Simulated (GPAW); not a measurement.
Crystal: ZrO2.

```
Zr O
1.0
     0.00000    2.54507    2.54507
     2.54507    0.00000    2.54507
     2.54507    2.54507    0.00000
Zr O
1 2
Direct
  0.00000 0.00000 0.00000
  0.75000 0.75000 0.75000
  0.25000 0.25000 0.25000
```

Measurements of this composition are mostly on another form, of space group No. 14.

Base run:

```yaml
Program: GPAW 26.7.0
Functional: PBE
Potentials_or_basis: GPAW PAW data sets (gpaw-data 1.2.1)
Cutoff: 800 eV
Basis: pw
k_mesh: 9 × 9 × 9
Occupations: fermi-dirac, width 0.05 eV
Spin: no spin polarisation
```

Its results: band gap on the k mesh 3.41 eV, indirect (least direct gap 3.89 eV); pressure 1.7 GPa.

Q: The run is repeated on the same cell with these changes: functional from PBE to LDA; potentials or basis from GPAW PAW data sets (gpaw-data 1.2.1) to the program's PAW data sets (release 1.2.1) made for this functional. What comes out?

A: Band gap on the k mesh 3.30 eV, indirect (least direct gap 3.79 eV); pressure -12.1 GPa.

Caveats: an odd mesh through Γ misses points on the zone boundary, where band edges often lie (some runs).
